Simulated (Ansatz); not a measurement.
**CaO: phonons across the zone**

Method: DFT PBE, scalar-relativistic, plane waves, PAW (Ansatz 0.2.0). Plane waves to 420 eV; Γ-centred k mesh 8×8×8; fixed occupations. No spin polarisation. Phonons by linear response, acoustic sum rule imposed.

The cell, relaxed at this level:
```xyz
2
Lattice="0.0000 2.4155 2.4155 2.4155 0.0000 2.4155 2.4155 2.4155 0.0000" Properties=species:S:1:pos:R:3 pbc="T T T"
Ca    2.4155    2.4155    2.4155
O     0.0000    0.0000    0.0000
```

The cell has the rock salt type, in a space group that the Crystallography Open Database lists for this formula; it was reached from a generator's guess.

Force constants from linear response on a 4×4×4 q mesh.

Question: Is the structure dynamically stable on this mesh?

Answer: Yes, on this mesh: no mode is imaginary.

Question: Give the frequencies (cm⁻¹; i marks imaginary ones) at the irreducible q points, in fractions of the reciprocal vectors, the Γ row without the LO field.

Answer:
| q | star | frequencies |
| --- | --- | --- |
| 0.000 0.000 0.000 | 1 | 0 0 0 255 255 255 |
| 0.000 0.000 0.250 | 8 | 122 122 226 274 274 514 |
| 0.000 0.000 -0.500 | 4 | 168 168 292 292 362 460 |
| 0.000 0.250 0.250 | 6 | 143 143 221 272 272 473 |
| 0.000 0.250 -0.500 | 24 | 184 214 287 293 320 417 |
| 0.000 0.250 -0.250 | 12 | 164 215 284 292 303 453 |
| 0.000 -0.500 -0.500 | 3 | 197 197 278 283 283 383 |
| 0.250 -0.500 -0.250 | 6 | 230 252 252 334 334 345 |
